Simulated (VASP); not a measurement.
## Cu: relaxation of cell and atoms with r2SCAN

Cu:

```
Cu
1.0
    -1.44279    1.44279    1.37608
     1.44279   -1.44279    1.37608
     1.44279    1.44279   -1.37608
Cu
1
Direct
  0.00000 0.00000 0.00000
```

This isn't the form of Cu at room conditions, which is fcc.

```
Program                : VASP 6.6.1
Task                   : relaxation of cell and atoms
Functional             : r2SCAN
Potentials or basis    : VASP PAW PBE potentials, release 64 (Cu)
Cutoff                 : 600 eV
k mesh                 : 20 × 20 × 20
Occupations            : gaussian, width 0.1 eV
Spin                   : no spin polarisation
Further INCAR settings : ALGO = Normal; EDIFF = 1e-07; IBRION = 2; EDIFFG = -0.005; NSW = 90; ISIF = 3
```

| Property | Result |
| --- | --- |
| Relaxed volume | 11.53 Å³/atom |
| Relaxed cell | a = 2.467 Å, b = 2.467 Å, c = 2.467 Å, α = 107.99°, β = 107.99°, γ = 112.48° |
| Space group after relaxing (to 0.05 Å) | I4/mmm (No. 139) |
| Energy gained by relaxing | 0.3 meV/atom |
| Ionic steps | 8 |
| Pressure after relaxing | 0.0 GPa |
| Band gap on the k mesh | none (metal or under the smearing width) |

The path:
| step | energy change (eV) | largest force (eV/Å) | pressure (GPa) | volume (Å³) |
| --- | --- | --- | --- | --- |
| 1 | 0.0000 | 0.0000 | 1.00 | 11.46 |
| 2 | -0.0002 | 0.0000 | -0.63 | 11.58 |
| 3 | -0.0003 | 0.0000 | -0.08 | 11.54 |
| 4 | -0.0003 | 0.0000 | -0.02 | 11.53 |
| 5 | -0.0003 | 0.0000 | 0.02 | 11.53 |
| 6 | -0.0003 | 0.0000 | 0.00 | 11.53 |
| 7 | -0.0003 | 0.0000 | 0.00 | 11.53 |
| 8 | -0.0003 | 0.0000 | 0.00 | 11.53 |

Final structure:
```cif
data_structure
_symmetry_space_group_name_H-M 'P 1'
_symmetry_Int_Tables_number 1
_cell_length_a 2.4668
_cell_length_b 2.4668
_cell_length_c 2.4668
_cell_angle_alpha 107.989
_cell_angle_beta 107.989
_cell_angle_gamma 112.479
_cell_volume 11.53
loop_
_atom_site_label
_atom_site_type_symbol
_atom_site_fract_x
_atom_site_fract_y
_atom_site_fract_z
_atom_site_occupancy
Cu1 Cu 0.00000 0.00000 0.00000 1
```

Levels at points of the mesh, in eV from the Fermi level:
```tsv
k point	band 2	band 3	band 4	band 5	band 6	band 7	band 8	band 9
(0.00, 0.00, 0.00)	-3.43	-3.20	-3.20	-2.38	-2.14	25.67	25.67	27.27
(0.50, 0.00, 0.00)	-4.14	-2.27	-2.02	-1.45	-0.50	4.96	18.00	18.24
(0.50, 0.50, 0.00)	-3.85	-2.45	-2.20	-1.49	-0.96	4.31	19.52	20.00
(0.50, 0.50, 0.50)	-4.92	-1.66	-1.66	-1.59	8.04	8.04	10.33	13.58
```

Run time: 25 min on 1 thread of Intel(R) Xeon(R) Platinum 8488C (Sapphire Rapids), on a shared host, peak memory 0.23 GiB.

Caveat: the PAW data sets were made with another functional, which shifts forces and pressure a little.
